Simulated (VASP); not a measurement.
# BP (F-43m) in VASP: settings compared, part 2 of 2

VASP 6.6.1. The steps go on from the part before.

## 5. Equation of state, PBEsol, 11.92 Å³/atom (volume scaled by 1.02)

The input, INCAR:

```
SYSTEM = BP
PREC = Accurate
ENCUT = 520
EDIFF = 1E-7
ISMEAR = -1
SIGMA = 0.05
LREAL = .False.
LASPH = .True.
NELM = 100
ALGO = Normal
ISIF = 2
LWAVE = .False.
LCHARG = .False.
GGA = PS
NBANDS = 11
```

The input, KPOINTS:

```
Automatic mesh
0
Gamma
  10 10 10
  0 0 0
```

The input, POSCAR:

```
BP
1.0
    0.0000000000      2.2840269280      2.2840269280
    2.2840269280      0.0000000000      2.2840269280
    2.2840269280      2.2840269280      0.0000000000
P B
1 1
Direct
    0.7500000000      0.7500000000      0.7500000000
    0.0000000000      0.0000000000      0.0000000000
```

On the command line:

```bash
> cat potpaw_PBE.64/P/POTCAR potpaw_PBE.64/B/POTCAR > POTCAR
> mpirun -np 1 vasp_std > vasp.out
```

Wall time 6.3 s (1 thread of Intel Xeon Platinum 8375C at 2.90GHz (Ice Lake), shared host); peak memory 0.13 GiB.

Results (log left out):

```yaml
Free_energy: -13.6625 eV
Pressure: -4.9 GPa
Band_gap_on_the_k_mesh: 1.16 eV, indirect (least direct gap 3.33 eV)
```

Caveat: the PAW data sets were made with another functional, which shifts forces and pressure a little.

## 6. Equation of state, PBEsol, 12.15 Å³/atom (volume scaled by 1.04)

INCAR is that of step 5.

KPOINTS is that of step 5.

The input, POSCAR:

```
BP
1.0
    0.0000000000      2.2988586873      2.2988586873
    2.2988586873      0.0000000000      2.2988586873
    2.2988586873      2.2988586873      0.0000000000
P B
1 1
Direct
    0.7500000000      0.7500000000      0.7500000000
    0.0000000000      0.0000000000      0.0000000000
```

Potentials or basis: VASP PAW PBE potentials, release 64 (P, B).

On the command line:

```bash
> cat potpaw_PBE.64/P/POTCAR potpaw_PBE.64/B/POTCAR > POTCAR
> mpirun -np 1 vasp_std > vasp.out
```

It took 6 s on 1 thread of Intel Xeon Platinum 8375C at 2.90GHz (Ice Lake), shared host; peak memory 0.13 GiB.

The run converged. Its results:

* Free energy: -13.6441 eV
* Pressure: -7.8 GPa
* Band gap on the k mesh: 1.18 eV, indirect (least direct gap 3.30 eV)

Caveat: the PAW data sets were made with another functional, which shifts forces and pressure a little.

## 7. Equation of state, PBEsol, 12.38 Å³/atom (volume scaled by 1.06)

INCAR is that of step 6.

KPOINTS is that of step 6.

The input, POSCAR:

```
BP
1.0
    0.0000000000      2.3135014941      2.3135014941
    2.3135014941      0.0000000000      2.3135014941
    2.3135014941      2.3135014941      0.0000000000
P B
1 1
Direct
    0.7500000000      0.7500000000      0.7500000000
    0.0000000000      0.0000000000      0.0000000000
```

On the command line:

```bash
> cat potpaw_PBE.64/P/POTCAR potpaw_PBE.64/B/POTCAR > POTCAR
> mpirun -np 1 vasp_std > vasp.out
```

Wall time 6 s (1 thread of Intel Xeon Platinum 8375C at 2.90GHz (Ice Lake), shared host); peak memory 0.13 GiB.

The run converged. Its results:

* Free energy: -13.6179 eV
* Pressure: -10.3 GPa
* Band gap on the k mesh: 1.21 eV, indirect (least direct gap 3.28 eV)

Caveat: the PAW data sets were made with another functional, which shifts forces and pressure a little.

## 8. Equation of state, PBEsol

Potentials or basis: VASP PAW PBE potentials, release 64 (P, B).

No new run: the results of the series are fitted here.

What came out:

```
Equilibrium volume                      : 11.56 Å³/atom
Bulk modulus                            : 169 GPa
Pressure derivative of the bulk modulus : 3.8
```

Energy against volume, from the lowest point:
```csv
volume (Å³/atom),energy (meV/atom)
10.981,15.86
11.214,5.07
11.448,0.00
11.682,0.16
11.915,5.04
12.149,14.22
12.383,27.31
```

Caveat: the PAW data sets were made with another functional, which shifts forces and pressure a little.

## 9. Equation of state, PBE, 10.98 Å³/atom (volume scaled by 0.94)

The input, INCAR:

```
SYSTEM = BP
PREC     = Accurate       ! precision mode
ENCUT    = 520            ! plane-wave cutoff, eV
EDIFF    = 1E-7           ! SCF threshold, eV
ISMEAR   = -1             ! smearing method
SIGMA    = 0.05           ! smearing width, eV
LREAL    = .FALSE.        ! projectors in reciprocal space
LASPH    = .TRUE.         ! aspherical terms in the spheres
NELM     = 80             ! most SCF steps
ALGO     = Normal         ! electronic algorithm
ISIF     = 2              ! what is computed and relaxed
LWAVE    = .FALSE.        ! write WAVECAR
LCHARG   = .FALSE.        ! write CHGCAR
GGA      = PE             ! functional
NBANDS   = 11             ! bands
```

The input, KPOINTS:

```
regular mesh
0
G
  10 10 10
  0 0 0
```

The input, POSCAR:

```
BP
1.0
    0.0000000000      2.2226808807      2.2226808807
    2.2226808807      0.0000000000      2.2226808807
    2.2226808807      2.2226808807      0.0000000000
P B
1 1
Direct
    0.7500000000      0.7500000000      0.7500000000
    0.0000000000      0.0000000000      0.0000000000
```

Potentials or basis: VASP PAW PBE potentials, release 64 (P, B).

On the command line:

```bash
> cat potpaw_PBE.64/P/POTCAR potpaw_PBE.64/B/POTCAR > POTCAR
> mpirun -np 1 vasp_std > vasp.out
```

It took 8.8 s on 1 thread of Intel Xeon Platinum 8488C (Sapphire Rapids), shared host; peak memory 0.13 GiB.

Results (log left out):

* Free energy: -12.8741 eV
* Pressure: 12.4 GPa
* Band gap on the k mesh: 1.15 eV, indirect (least direct gap 3.50 eV)

## 10. Equation of state, PBE, 11.21 Å³/atom (volume scaled by 0.96)

The input, INCAR:

```
PREC = Accurate
ENCUT = 520
EDIFF = 1E-7
ISMEAR = -1
SIGMA = 0.05
LREAL = False
LASPH = True
NELM = 60
ALGO = Normal
ISIF = 2
LWAVE = False
LCHARG = False
GGA = PE
NBANDS = 11
```

The input, KPOINTS:

```
Automatic mesh
0
Gamma
  10 10 10
```

The input, POSCAR:

```
BP
1.0
    0.0000000000      2.2383340787      2.2383340787
    2.2383340787      0.0000000000      2.2383340787
    2.2383340787      2.2383340787      0.0000000000
P B
1 1
Direct
    0.7500000000      0.7500000000      0.7500000000
    0.0000000000      0.0000000000      0.0000000000
```

On the command line:

```bash
> cat potpaw_PBE.64/P/POTCAR potpaw_PBE.64/B/POTCAR > POTCAR
> mpirun -np 1 vasp_std > vasp.out
```

It took 8.8 s on 1 thread of Intel Xeon Platinum 8488C (Sapphire Rapids), shared host; peak memory 0.13 GiB.

Results (log left out):

```
Free energy            : -12.9042 eV
Pressure               : 8.2 GPa
Band gap on the k mesh : 1.18 eV, indirect (least direct gap 3.46 eV)
```

## 11. Equation of state, PBE, 11.45 Å³/atom (volume scaled by 0.98)

The input, INCAR:

```
SYSTEM = BP
PREC     = Accurate       ! precision mode
ENCUT    = 520            ! plane-wave cutoff, eV
EDIFF    = 1E-7           ! SCF threshold, eV
ISMEAR   = -1             ! smearing method
SIGMA    = 0.05           ! smearing width, eV
LREAL    = .False.        ! projectors in reciprocal space
LASPH    = .True.         ! aspherical terms in the spheres
NELM     = 60             ! most SCF steps
ALGO     = Normal         ! electronic algorithm
ISIF     = 2              ! what is computed and relaxed
LWAVE    = .False.        ! write WAVECAR
LCHARG   = .False.        ! write CHGCAR
GGA      = PE             ! functional
NBANDS   = 11             ! bands
```

The input, KPOINTS:

```
regular mesh
0
Gamma
  10 10 10
  0 0 0
```

The input, POSCAR:

```
BP
1.0
    0.0000000000      2.2537713532      2.2537713532
    2.2537713532      0.0000000000      2.2537713532
    2.2537713532      2.2537713532      0.0000000000
P B
1 1
Direct
    0.7500000000      0.7500000000      0.7500000000
    0.0000000000      0.0000000000      0.0000000000
```

On the command line:

```bash
> cat potpaw_PBE.64/P/POTCAR potpaw_PBE.64/B/POTCAR > POTCAR
> mpirun -np 1 vasp_std > vasp.out
```

It took 7 s on 1 thread of Intel Xeon Platinum 8488C (Sapphire Rapids), shared host; peak memory 0.13 GiB.

Results (log left out):

| Item | Value |
| --- | --- |
| Free energy | -12.9227 eV |
| Pressure | 4.4 GPa |
| Band gap on the k mesh | 1.21 eV, indirect (least direct gap 3.43 eV) |

## 12. Equation of state, PBE, 11.92 Å³/atom (volume scaled by 1.02)

The input, INCAR:

```
SYSTEM = BP
PREC = Accurate ; ENCUT = 520
EDIFF = 1E-7 ; ISMEAR = -1
SIGMA = 0.05 ; LREAL = .False.
LASPH = .True. ; NELM = 60
ALGO = Normal ; ISIF = 2
LWAVE = .False. ; LCHARG = .False.
GGA = PE ; NBANDS = 11
```

KPOINTS is that of step 11.

The input, POSCAR:

```
BP
1.0
    0.0000000000      2.2840269280      2.2840269280
    2.2840269280      0.0000000000      2.2840269280
    2.2840269280      2.2840269280      0.0000000000
P B
1 1
Direct
    0.7500000000      0.7500000000      0.7500000000
    0.0000000000      0.0000000000      0.0000000000
```

Potentials or basis: VASP PAW PBE potentials, release 64 (P, B).

On the command line:

```bash
> cat potpaw_PBE.64/P/POTCAR potpaw_PBE.64/B/POTCAR > POTCAR
> mpirun -np 1 vasp_std > vasp.out
```

Run time: 8.2 s. Hardware: 1 thread of Intel Xeon Platinum 8488C (Sapphire Rapids), shared host; peak memory 0.13 GiB.

It converged, with:

| Item | Value |
| --- | --- |
| Free energy | -12.9286 eV |
| Pressure | -2.3 GPa |
| Band gap on the k mesh | 1.27 eV, indirect (least direct gap 3.37 eV) |

## 13. Equation of state, PBE, 12.15 Å³/atom (volume scaled by 1.04)

Edit INCAR of step 12 so:

```diff
@@ -4,3 +4,3 @@
 SIGMA = 0.05 ; LREAL = .False.
-LASPH = .True. ; NELM = 60
+LASPH = .True. ; NELM = 80
 ALGO = Normal ; ISIF = 2
```

The input, KPOINTS:

```
Automatic mesh
0
Gamma
  10 10 10
  0 0 0
```

The input, POSCAR:

```
BP
1.0
    0.0000000000      2.2988586873      2.2988586873
    2.2988586873      0.0000000000      2.2988586873
    2.2988586873      2.2988586873      0.0000000000
P B
1 1
Direct
    0.7500000000      0.7500000000      0.7500000000
    0.0000000000      0.0000000000      0.0000000000
```

On the command line:

```bash
> cat potpaw_PBE.64/P/POTCAR potpaw_PBE.64/B/POTCAR > POTCAR
> mpirun -np 1 vasp_std > vasp.out
```

Wall time 8.7 s (1 thread of Intel Xeon Platinum 8488C (Sapphire Rapids), shared host); peak memory 0.13 GiB.

The run converged. Its results:

```yaml
Free_energy: -12.9180 eV
Pressure: -5.1 GPa
Band_gap_on_the_k_mesh: 1.29 eV, indirect (least direct gap 3.35 eV)
```

## 14. Equation of state, PBE, 12.38 Å³/atom (volume scaled by 1.06)

The input, INCAR:

```
PREC = Accurate
ENCUT = 520
EDIFF = 1E-7
ISMEAR = -1
SIGMA = 0.05
LREAL = F
LASPH = T
NELM = 80
ALGO = Normal
ISIF = 2
LWAVE = F
LCHARG = F
GGA = PE
NBANDS = 11
```

The input, KPOINTS:

```
Automatic mesh
0
Gamma
  10 10 10
```

The input, POSCAR:

```
BP
1.0
    0.0000000000      2.3135014941      2.3135014941
    2.3135014941      0.0000000000      2.3135014941
    2.3135014941      2.3135014941      0.0000000000
P B
1 1
Direct
    0.7500000000      0.7500000000      0.7500000000
    0.0000000000      0.0000000000      0.0000000000
```

On the command line:

```bash
> cat potpaw_PBE.64/P/POTCAR potpaw_PBE.64/B/POTCAR > POTCAR
> mpirun -np 1 vasp_std > vasp.out
```

It took 9.8 s on 1 thread of Intel Xeon Platinum 8488C (Sapphire Rapids), shared host; peak memory 0.13 GiB.

The run converged. Its results:

```yaml
Free_energy: -12.8994 eV
Pressure: -7.7 GPa
Band_gap_on_the_k_mesh: 1.32 eV, indirect (least direct gap 3.32 eV)
```

## 15. Equation of state, PBE

Potentials or basis: VASP PAW PBE potentials, release 64 (P, B).

This step only gathers the single runs of the series.

Results:

```yaml
Equilibrium_volume: 11.75 Å³/atom
Bulk_modulus: 162 GPa
Pressure_derivative_of_the_bulk_modulus: 3.8
```

Energy against volume, from the lowest point:
```tsv
volume (Å³/atom)	energy (meV/atom)
10.981	28.19
11.214	13.13
11.448	3.90
11.682	0.00
11.915	0.92
12.149	6.22
12.383	15.53
```

PBE usually gives volumes a little too large and moduli too small.

## 16. How close it comes

Step 8. Measured bulk modulus of BP: 179 GPa (300 K; “Equation of state of single-crystal cubic boron phosphide”, 2014, arxiv:1407.1677). This calculation gives 169 GPa (-5.7 %). 3 values of this kind are on record (173 to 179 GPa); this one was drawn at random among those near their median, those with a stated uncertainty first. The fit is for a static lattice scaled at fixed shape and fixed fractional positions.

Step 15. Against the measured bulk modulus of BP, 179 GPa (300 K; “Equation of state of single-crystal cubic boron phosphide”, 2014, arxiv:1407.1677), the calculated 162 GPa is off by -9.7 %. 3 values of this kind are on record (173 to 179 GPa); this one was drawn at random among those near their median, those with a stated uncertainty first. The fit is for a static lattice scaled at fixed shape and fixed fractional positions.
